Cut a tungsten crystal along a (011) plane and slide the upper half along [100] as a rigid block. The gap between the two facing layers is held at its bulk value while the atoms of one layer pass over those of the other. The slip $x$ is the fraction of the full slip vector covered, and the full vector, $b = 3.184$ Å long, brings the crystal back into register. The fault energy is the cost per area of the cut. The shear traction is its slope along the slip, the stress needed to hold the block in place. The perfect crystal has space group Im-3m; the slipped cells have lower symmetry.

Rigid slip of bcc tungsten (a = 3.184 Å) on a (011) plane along [100], unrelaxed, with one fault per four-layer cell. Ansatz 0.2.0, plane-wave DFT with PAW, PBE, scalar-relativistic, no spin polarisation; cutoff 420 eV, Gamma-centred 22×22×7 k mesh, Gaussian smearing of 0.15 eV. Fault energies are free energies relative to the unslipped crystal.

```csv
slip (fraction of the slip vector),fault energy (mJ/m²),shear traction (GPa (slope of the fault energy along the slip))
0,0,0.00
0.1,346,22.00
0.2,1405,44.14
0.3,3036,54.93
0.4,4596,37.67
0.5,5212,-0.01
```

**(a) At which slip is the energy highest, and how do the atoms sit there?**

*Solution.* It is highest at half slip, with 5212 mJ/m². In the perfect crystal each atom at the cut rests in a hollow of the facing layer, with two nearest neighbours across the cut at 2.757 Å, one ahead and one behind. Sliding brings one of them closer and takes the other away. At half slip the closer one sits straight across the gap, at 2.251 Å, which is the layer spacing itself.

**(b) The traction at half slip is practically zero. Could the crystal rest there?**

*Solution.* No. The traction vanishes because the atop position is symmetric: forward and backward are equivalent, so there is no sideways force. The energy is lower at slip 0.4 and, by the same symmetry, at 0.6, so any small displacement grows. The row is the top of the curve, whereas a stable fault would need a dip. The atop position is expected to be the summit for slip in any direction of the plane, and a shift along [100] can go round it in two steps of half a body diagonal, both lying in the plane. Nor is it the barrier that matters most for plastic flow in tungsten, where dislocations normally shift the crystal by half the body diagonal of the cubic cell.

**(c) Estimate the height of the barrier from the row at slip 0.1 alone.**

*Solution.* For a small slip the gap behaves like a thin elastic slab that is being sheared. If the whole curve is one smooth wave, as Frenkel's model assumes, the stiffness of that slab also fixes the height. The wave is $E = E_\text{top}\sin^2(\pi x)$, which for small $x$ becomes $E_\text{top}\pi^2x^2$. A slab of thickness $h$ and shear modulus $G$, displaced by $xb$, stores $G(xb)^2/(2h)$ per area. Setting the two equal gives

$$E_\text{top} = \frac{G\,b^2}{2\pi^2 h}.$$

The row supplies $G$. The shear strain is $0.1 \times 3.184/2.251 = 0.1414$, and the traction is 22.00 GPa, so $G = 22.00/0.1414 = 155.6$ GPa. This is the stiffness of the single gap, which need not equal the elastic constant for this shear, $C_{44}$, because layers farther apart interact as well. To linear order the run gives $C_{44}$ as the shear stress of the whole cell, 5.08 GPa, over the shear strain of the whole cell, 0.0354, or about 144 GPa, some 8 % below $G$. The traction doubles from slip 0.1 to 0.2, so the first tenth of the path is still nearly linear. With $h = 2.251$ Å,

$$E_\text{top} = \frac{155.6\times10^{9}\,\text{Pa}\times(3.184\times10^{-10}\,\text{m})^2}{2\pi^2\times 2.251\times10^{-10}\,\text{m}} \approx 3.55\ \text{J/m}^2.$$

The top row, which did not enter the estimate, has 5.21 J/m². The estimate has the right size but is about a third too low. In this formula a change of element acts only through $G$, $b$ and $h$; whatever else an atom does when another is pushed over it is left out.

**(d) Why does the estimate fall short?**

*Solution.* The slope shows where the wave goes wrong. A single wave is equally steep at slips 0.2 and 0.3, but the table has 44.14 GPa at the first and 54.93 GPa at the second. The crystal resists most strongly in the later part of the climb.

The two neighbours from part (a) suggest one reason, which part (e) shows to be incomplete. One approaches while the other recedes. If repulsion from the approaching one grows ever more steeply as the contact shortens, the resistance shifts to the later part of the climb. Close to the top the contact points almost straight across the gap, a further step barely shortens it, and the traction drops to zero.

How much must be added to the single wave? The next wave that symmetry allows, $\sin^2(2\pi x)$, was fitted together with the first to the energies of all rows. It enters with a negative sign and only 8 % of the height of the first. Being half as long, it has four times the curvature for its height, so it removes about a third of the initial stiffness. That is the third by which the estimate in (c) fell short.

The tractions took no part in this fit, yet its slope gives 54.1 GPa at slip 0.3, within 2 % of the table. The two waves therefore describe the shape of the climb well. They do not identify its cause, because any late, steep rise would call for the same correction.

**(e) Can repulsion between pairs of atoms in contact account for the whole curve?**

*Solution.* Such a picture makes two predictions. Squeezed atoms should resist the slide, and they should also push the two halves apart. The first can be compared with the fault energy. The second can be compared with the pressure across the cut, which follows from the stresses and forces of the same calculation.

On the energy the picture does well. A repulsion that decays exponentially with distance, with its strength and range fitted to all rows, reproduces every fault energy to about 3 % or better. On the pressure it fails. At half slip the pairs should push with 272 GPa, but the calculated push is 119 GPa. The printed output below sets both comparisons side by side.

The push itself is real: it grows from almost nothing to 119 GPa as the contact shortens, so the halves do press against each other. What fails is the idea that independent repelling pairs, on top of an attraction that slip leaves unchanged, carry the entire energy. A likely reason, not tested here, is that slip weakens the bonding as well as squeezing the contact, and that the fitted repulsion has absorbed both effects. Whether the loss comes simply from stretching the bond to the receding neighbour or from bonding that depends on all the neighbours of an atom together, these rows do not decide.

**(f) What would change if the gap were free to open?**

*Solution.* The barrier would be lower. Pressure times distance is energy per area, so at half slip the first 0.01 Å of opening releases

$$119\times10^{9}\,\text{Pa}\times 10^{-12}\,\text{m} = 0.119\ \text{J/m}^2,$$

or about 2 % of the fault energy. The gain per step then shrinks, because the push weakens as the atoms separate and the bonds across the cut begin to stretch.

The relief should be greatest near the top. A spring released from a push gives back energy in proportion to the square of that push, and at slip 0.1 the push is only 9 GPa. Opening would therefore flatten the upper part of the curve far more than its start. The energies in the table are thus upper values for this path, and the traction of 54.93 GPa belongs to a rigid slide. It should not be entered in a process or wear model as the strength of tungsten.

**(g) Which digits can be trusted?**

*Solution.* As the result of this particular calculation, about three, judged by internal consistency alone, since cutoff and k mesh were not varied. Adding up the tractions from slip 0.1 to half slip gives a rise of 4872 mJ/m², and the energies themselves give 4866 mJ/m². Removing the effect of the electronic smearing shifts the top by 8 mJ/m², enough to move the third digit by one. The traction at half slip, which symmetry requires to be zero, comes out as −0.01 GPa, so the second decimal of that column is already noise.

As a statement about one isolated fault, fewer. The cell repeats the fault every four layers, and atoms in the layers between still feel forces of up to about 0.4 eV/Å. Neighbouring faults may therefore influence each other, and only a thicker cell would show by how much. The run itself converged and recorded no warnings, but the makers of the data caution, from tests on other systems, that atoms can come far too close at some points of such a scan. At half slip the contact is 18 % shorter than the nearest-neighbour distance in the bulk, and the outputs do not say how far the PAW spheres overlap there, so the upper rows are less certain than the lower ones.

For real tungsten two more things matter: the calculation is for zero temperature without zero-point motion, and the gap is fixed. By part (f), an opening of a few hundredths of an ångström already changes the second digit, and a full opening, with a push of 119 GPa fading over tenths of an ångström, is expected to change the first. "About 5 J/m² for a rigid slide" is a fair way to quote the top row.

Printed output of the fit:

```
fit of fault_energy on 6 rows: coefficient of sin(pi*slip)**2 5227 +/- 10, coefficient of sin(2*pi*slip)**2 -431.7 +/- 12; rms 10.6, worst 0.4 -17.2, leave-one-out rms 22.6
fit of fault_energy on 6 rows: coefficient of exp((p-d1)/s) + exp((p-d2)/s) + 2*exp((p-d3)/s) + 2*exp((p-d4)/s) - 2 - 2*exp((p-bs)/s) - 2*exp((p-bs*sqrt(2))/s) 503.9 +/- 1.2, s 0.2; rms 15.5, worst 0.5 21.7, leave-one-out rms 32.6
Fault energy in mJ/m2:
  row  computed  one_wave  two_waves       pairs  shortest_A
  0.0         0         0          0  -3.742e-15       2.757
  0.1       346     497.7        350       356.3       2.586
  0.2      1405      1801       1415        1420       2.445
  0.3      3036      3411       3031        3022       2.339
  0.4      4596      4714       4579        4575       2.274
  0.5      5212      5212       5227        5234       2.251
Tractions in GPa:
  row  shear   one_wave  two_waves  opening_push  push_pairs
  0.0      0          0          0        0.0445           0
  0.1     22      30.23      22.22         9.322       17.25
  0.2  44.14      48.92      44.05         37.16       70.19
  0.3  54.93      48.92      54.07         77.41         153
  0.4  37.67      30.23      38.42         110.2       236.1
  0.5  -0.01  6.299e-15  8.404e-15         119.4         272
One wave too high at slip 0.1, %: 43.84
Shear stiffness from slip 0.1, GPa: 155.6
Height of one wave with that stiffness, mJ/m2: 3548
Peak traction of one wave with that stiffness, GPa: 35.01
Opening push of pairs over computed push at slip 0.5, ratio: 2.278
First energy gain per 0.01 Å of opening at slip 0.5, mJ/m2: 119.4
Energy rise from slip 0.1 to 0.5, mJ/m2: 4866
Same rise from the tractions by Simpson's rule, mJ/m2: 4872
Change at slip 0.5 on removing the smearing, mJ/m2: 8.388
```
